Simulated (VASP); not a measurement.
# ZnSe (Stilleite) (F-43m) in VASP: a series of runs, part 3 of 3

VASP 6.6.1. Earlier steps stand in the parts before.

## Step 6: G0W0 quasiparticle levels, PBE

POSCAR

```
ZnSe
1.0
    0.0000000000      2.8338000000      2.8338000000
    2.8338000000      0.0000000000      2.8338000000
    2.8338000000      2.8338000000      0.0000000000
Se Zn
1 1
Direct
    0.7500000000      0.7500000000      0.7500000000
    0.0000000000      0.0000000000      0.0000000000
```

INCAR.step1

```
  PREC = Accurate
  ENCUT = 450
  EDIFF = 1E-8
  ISMEAR = 0
  SIGMA = 0.01
  LREAL = F
  LASPH = T
  NELM = 100
  ALGO = Normal
  LWAVE = T
  LCHARG = F
  GGA = PE
```

INCAR.step2

```
  PREC = Accurate
  ENCUT = 450
  EDIFF = 1E-8
  ISMEAR = 0
  SIGMA = 0.01
  LREAL = F
  LASPH = T
  NELM = 1
  ALGO = Exact
  LWAVE = T
  LCHARG = F
  GGA = PE
  NBANDS = 22
  LOPTICS = T
  ISTART = 1
```

INCAR.step3

```
  PREC = Accurate
  ENCUT = 450
  EDIFF = 1E-8
  ISMEAR = 0
  SIGMA = 0.01
  LREAL = F
  LASPH = T
  ALGO = EVGW0
  LWAVE = F
  LCHARG = F
  GGA = PE
  NELMGW = 1
  NBANDS = 22
  ENCUTGW = 150
  NOMEGA = 48
  PRECFOCK = Fast
  ISTART = 1
  NBANDSGW = 17
```

KPOINTS

```
Automatic mesh
0
Gamma
  3 3 3
```

Potentials or basis: VASP PAW PBE potentials, release 64 (Se_GW, Zn_GW).

Launch:

```
$ cat potpaw_PBE.64/Se_GW/POTCAR potpaw_PBE.64/Zn_GW/POTCAR > POTCAR
$ cp INCAR.step1 INCAR
$ mpirun -np 1 vasp_std > vasp.out
$ cp INCAR.step2 INCAR
$ mpirun -np 1 vasp_std > vasp.out
$ cp INCAR.step3 INCAR
$ mpirun -np 1 vasp_std > vasp.out
```

OUTCAR:

```text
PREC = Accurate
   ENCUT = 450
   EDIFF = 1E-8
   ISMEAR = 0
   LREAL = F
   LASPH = T
   GGA = PE
   NELMGW = 1
   ENCUTGW = 150
   PRECFOCK = Fast
   ISTART = 1

 Found      4 irreducible k-points:

 Following reciprocal coordinates:
            Coordinates               Weight
  0.000000  0.000000  0.000000      1.000000
  0.333333  0.000000  0.000000      8.000000
  0.333333  0.333333  0.000000      6.000000
 -0.333333  0.333333  0.000000     12.000000
   k-points           NKPTS =      4   k-points in BZ     NKDIM =     27   number of bands    NBANDS=     22
   number of dos      NEDOS =    301   number of ions     NIONS =      2
   total plane-waves  NPLWV =  21952
   dimension x,y,z NGX =    28 NGY =   28 NGZ =   28
   dimension x,y,z NGXF=    56 NGYF=   56 NGZF=   56
   ions per type =               1   1
   NGX,Y,Z   is equivalent  to a cutoff of  11.62, 11.62, 11.62 a.u.
   NGXF,Y,Z  is equivalent  to a cutoff of  23.23, 23.23, 23.23 a.u.
 SYSTEM =  unknown system
   PREC   = accura    normal or accurate (medium, high low for compatibility)
   ISTART =      1    job   : 0-new  1-cont  2-samecut
[... 31 lines left out ...]
   LORBIT       =      0    0 simple, 1 ext, 2 COOP (PROOUT), +10 PAW based schemes
   GGA     = PE    functional components
   LHFCALC =     T    Hartree Fock is set to
   PRECFOCK=fast      Normal, Fast or Accurate (Low or Medium for compatibility)
   ENCUT4O =  -1.0   cutoff for four orbital integrals eV
   NKREDX  =     1    reduce k-point grid by
   NKREDY  =     1    reduce k-point grid by
   NKREDZ  =     1    reduce k-point grid by
   AEXX    =    1.0000 exact exchange contribution
   HFSCREEN=    0.0000 screening length (either q_TF or 0.3 A-1)
   HFSCREENC=   0.0000 screening length for correlation (either q_TF or 0.3 A-1)
   ENCUTFOCK=  -1.0 apply spherical cutoff to Coloumb kernel
   IVDW    =     0    specifies the selected vdW correction
   LEPSILON=     F    determine dielectric tensor
   LRPA    =     F    only Hartree local field effects (RPA)
   LRPAFORCE           =     F    calculate RPA forces
   ENCUTGW             = 150.0    cutoff for response function in eV
   ENCUTGWSOFT         = 120.0    soft cutoff for Coulomb kernel in GW response function in eV
   ENCUTLF             =  -1.0    cutoff for local field effects
   NELMGW              =     1    number of iterations in solving QP/BSE equation
   NELMHF              =     1    number of iterations in the inner HF iteration
   NKREDLFX            =     1    NKREDLFY  =   1   NKREDLFZ  =   1
 non-spin polarized calculation
 Gauss-broadening in eV      SIGMA  =   0.01
  energy-cutoff  :      450.00
  volume of cell :       45.51
 maximum number of plane-waves:      1002
  NGX = 16; NGY = 16; NGZ = 16
   NGX = 13   NGY = 13   NGZ = 13
 maximum number of plane-waves:       194

 QP shifts <psi_nk| G(iteration)W_0 |psi_nk>: iteration 1
 for sc-GW calculations column KS-energies equals QP-energies in previous step
 and V_xc(KS)=  KS-energies - (<T + V_ion + V_H > + <T+V_H+V_ion>^1  + <V_x>^1)

 k-point   1 :       0.0000    0.0000    0.0000
  band No.  KS-energies  QP-energies   sigma(KS)   V_xc(KS)     V^pw_x(r,r')   Z            occupation Imag(sigma)

      1     -10.5025     -10.4754     -12.2668     -12.3078     -19.8306       0.6616       2.0000       1.3000
      2      -3.8950      -5.2231     -21.8650     -19.7053     -30.8897       0.6150       2.0000       0.3127
      3      -3.8950      -5.2231     -21.8650     -19.7053     -30.8897       0.6150       2.0000       0.3127
      4      -3.8950      -5.2231     -21.8650     -19.7053     -30.8897       0.6150       2.0000       0.3127
      5      -3.5352      -5.0004     -22.8953     -20.4968     -32.0216       0.6109       2.0000       0.2906
      6      -3.5352      -5.0004     -22.8953     -20.4968     -32.0216       0.6109       2.0000       0.2906
[... 59 lines left out ...]
      3      -3.7177      -5.0706     -22.3095     -20.0899     -31.4135       0.6095       2.0000       0.3047
      4      -3.5758      -5.0136     -22.7517     -20.3898     -31.9116       0.6088       2.0000       0.3054
      5      -3.5272      -4.9942     -22.8965     -20.5059     -32.0440       0.6136       2.0000       0.2933
      6      -3.2992      -4.6760     -22.4772     -20.2218     -31.4303       0.6104       2.0000       0.3007
[... 9 lines left out ...]
     16      18.2675      19.5407      -7.3061      -8.9631      -2.8492       0.7683       0.0000      -0.7077
     17      18.9634      20.0904      -6.9929      -8.4479      -2.5833       0.7746       0.0000      -0.7348
```

OUTCAR.step1:

```text
PREC = Accurate
   ENCUT = 450
   EDIFF = 1E-8
   ISMEAR = 0
   LREAL = F
   LASPH = T
[... 169 lines left out ...]
 -----------------------------------------------------------------------------------
      4.25070      4.25070      4.25070        -0.000000     -0.000000     -0.000000
      0.00000      0.00000      0.00000         0.000000      0.000000      0.000000
 -----------------------------------------------------------------------------------
    total drift:                               -0.000001     -0.000001     -0.000001

  FREE ENERGIE OF THE ION-ELECTRON SYSTEM (eV)
  ---------------------------------------------------
  free  energy   TOTEN  =        -5.7435854919 eV

  energy  without entropy=       -5.7435854919  energy(sigma->0) =       -5.74358549
```

It took 14 s on 1 thread of Intel Xeon 6975P-C (Granite Rapids), shared host; peak memory 0.28 GiB.

The run converged, but some of its settings lie outside the range that counts as converged, so its numbers aren't taken as properties of the crystal.

Results:

- Band gap on the k mesh, mean-field level: 1.24 eV, direct
- Quasiparticle gap: 2.38 eV
- Least direct quasiparticle gap: 2.38 eV

Caveat: the k mesh is coarse (spacing up to 0.64 Å⁻¹), so the values aren't converged; bands, screening cutoff and mesh are small and nothing is extrapolated, so the quasiparticle values aren't converged.

## Step 7: The reference run

An earlier run on the cell as given: functional PBE; potentials or basis VASP PAW PBE potentials, release 64 (Se, Zn); cutoff 520 eV; k mesh 8 × 8 × 8; occupations fermi-dirac, width 0.05 eV; no spin polarisation.

- Pressure: 2.3 GPa
- Band gap on the k mesh: 1.29 eV, direct

## Step 8: Comparison with measurements

Step 4. A measured gap of ZnSe is 2.695 eV (an exciton energy, a little under the gap; 300 K; “Alloy Disordering Effects on the Thermal Conductivity and Energy Gap Temperature Dependence of Cd1−xZnxSe Ternary Crystals Grown by the Bridgman Method”, 2023, pmc:10253836); the calculated 2.40 eV misses it by -0.30 eV. Spin-orbit coupling on Se is left out. The value is that of G0W0 on PBE, without temperature or zero-point motion.
